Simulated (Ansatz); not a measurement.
**Phonon dispersion of TiAl3**

These are results of DFT PBE, scalar-relativistic, plane waves, PAW (Ansatz 0.2.0), not measurements. Settings: 420 eV plane-wave cutoff, Γ-centred 12×12×12 mesh, Fermi-Dirac smearing of 0.15 eV. No spin polarisation. Phonons by linear response, acoustic sum rule imposed.

The cell, relaxed at this level:
```yaml
crystal:
  lattice:
    - [3.98237, 0.00000, 0.00000]
    - [0.00000, 3.98237, 0.00000]
    - [0.00000, 0.00000, 3.98237]
  atoms:
    - { symbol: Ti, position: [0.00000, 0.00000, 0.00000] }
    - { symbol: Al, position: [0.50000, 0.00000, 0.50000] }
    - { symbol: Al, position: [0.00000, 0.50000, 0.50000] }
    - { symbol: Al, position: [0.50000, 0.50000, 0.00000] }
```

The cell was found from a structure generator's guess, not taken from experiment. In a metal, frequencies and elastic constants depend on the k mesh and the smearing, soft modes and shear constants most. The q mesh is coarse, so values between its points are rough.

Force constants from linear response on a 2×2×2 q mesh.

Path: Γ–X–M–Γ–R–X | R–M. Only the points of the 2×2×2 mesh were computed; the rest is interpolation, which is rough on so few points. On the mesh no mode is imaginary. Distance along the path (Å⁻¹), then the branches (cm⁻¹, negative for imaginary):
```
0.000  0 0 0 252 252 252 271 271 271 341 341 341
0.197  50 50 72 247 250 250 270 270 273 336 338 338
0.394  99 99 136 235 238 238 275 275 279 324 329 329
0.592  143 143 176 216 216 235 285 285 285 302 316 316
0.789  174 174 182 192 192 257 280 288 294 294 306 306
0.986  171 172 178 198 202 259 267 285 290 303 307 311
1.183  164 165 188 202 214 243 268 280 294 296 309 326
1.381  162 163 193 202 223 236 268 278 281 305 309 336
1.578  163 163 188 209 215 256 261 261 287 308 308 339
1.857  147 176 189 198 229 240 262 270 290 306 310 333
2.136  110 136 187 220 231 243 254 265 299 317 318 326
2.414  59 71 107 243 246 249 267 269 279 333 334 335
2.693  0 0 0 252 252 252 271 271 271 341 341 341
3.035  76 76 132 240 240 249 263 276 276 331 331 334
3.377  139 139 211 213 213 246 260 267 267 327 327 327
3.718  178 178 191 191 198 231 234 234 316 335 341 341
4.060  178 178 191 191 191 225 225 225 330 348 348 348
4.339  183 185 186 189 194 228 228 233 322 339 340 345
4.618  172 176 187 197 201 239 250 264 294 318 326 336
4.896  170 173 177 195 208 261 263 275 294 297 313 318
5.175  174 174 182 192 192 257 280 288 294 294 306 306
5.274  178 180 190 190 191 224 226 226 329 347 347 347
5.471  181 183 183 197 197 222 233 233 322 338 338 345
5.668  172 172 185 204 218 224 246 246 309 324 324 342
5.866  164 164 188 208 215 250 258 258 291 311 311 340
```
